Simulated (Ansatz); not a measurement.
A 2-atom cell of CaSe started from a crystallographic database, relaxed with r2SCAN in the plane-wave code Ansatz. It is cubic, Fm-3m (No. 225); conventional cell a = 5.935 Å, 26.13 Å³ an atom. Ca has 6 Se at 2.97 Å; Se has 6 Ca at 2.97 Å.

The axes x, y and z are those of this cell:
```
Ca Se
1.0
     0.00000    2.96753    2.96753
     2.96753    0.00000    2.96753
     2.96753    2.96753    0.00000
Ca Se
1 1
Direct
  0.00000 0.00000 0.00000
  0.50000 0.50000 0.50000
```

Unstrained: With PBE the valence top lies at Γ and the conduction bottom at X, 2.057 eV higher; the smallest vertical gap, at X, is 2.980 eV. r2SCAN gives an indirect gap of 2.517 eV, from Γ to X; the least direct gap is 3.458 eV at X. The HSE06 gap is indirect, 2.999 eV (Γ to X), below the direct gap of 4.032 eV at X. Meshes: PBE 8×8×8, r2SCAN 8×8×8, HSE06 6×6×6. Strains are changes of length per length. After each strain the atoms were relaxed again with r2SCAN within the symmetry that the strain leaves, so tilts or polar shifts that break it weren't tested; points keep the names that they have in the unstrained zone. No spin polarisation and no zero-point or thermal motion.

Problem. Apply uniaxial +4.15 % along x, other directions held. How far does the gap move, against the unstrained cell?

Solution. PBE: the gap goes from 2.057 to 2.142 eV (+0.085 eV). r2SCAN: the gap goes from 2.517 to 2.601 eV (+0.084 eV). HSE06: the gap goes from 2.999 to 3.082 eV (+0.083 eV). The r2SCAN energy rises by 13.8 meV an atom.

Problem. One strain changed the r2SCAN stress by xx -1.44, yy -1.44, zz -0.45 GPa (compression positive) and the gap by +0.045 eV (PBE), +0.045 eV (r2SCAN), +0.049 eV (HSE06). Which kind of strain was it, and roughly how large?

Solution. Biaxial +1.14 % in x and y, z held. The pattern of the stress gives the kind; the size needs the stiffness, so it is an estimate.

Problem. One strain changed the r2SCAN stress by xx +0.89, yy +0.89, zz +0.01 GPa (compression positive) and the gap by -0.028 eV (PBE), -0.028 eV (r2SCAN), -0.030 eV (HSE06). Which kind of strain was it, and roughly how large?

Solution. Epitaxial -0.66 % in the xy plane, free normal strain +0.22 %. The pattern of the stress gives the kind; the size needs the stiffness, so it is an estimate.

Problem. Estimate what uniaxial -4.88 % along z, other directions held does to the gap.

Solution. PBE: the gap goes from 2.057 to 1.884 eV (-0.173 eV); the X points, equivalent before, split by 38 meV, and the conduction bottom lies at those like (1/2, 1/2, 0); with r2SCAN the top three valence levels at Γ, degenerate before, become 1+2 from the top over 46 meV. r2SCAN: the gap goes from 2.517 to 2.337 eV (-0.180 eV); the X points, equivalent before, split by 43 meV, and the conduction bottom lies at those like (1/2, 1/2, 0). HSE06: the gap goes from 2.999 to 2.825 eV (-0.174 eV); the X points, equivalent before, split by 47 meV, and the conduction bottom lies at those like (1/2, 1/2, 0). The r2SCAN energy rises by 27.7 meV an atom.

Spin-orbit coupling is left out.

The meshes of the hybrids are coarse, so their gaps aren't converged to the digits shown.

The splittings at Γ are without spin-orbit coupling, which regroups them where it is of like size or larger.
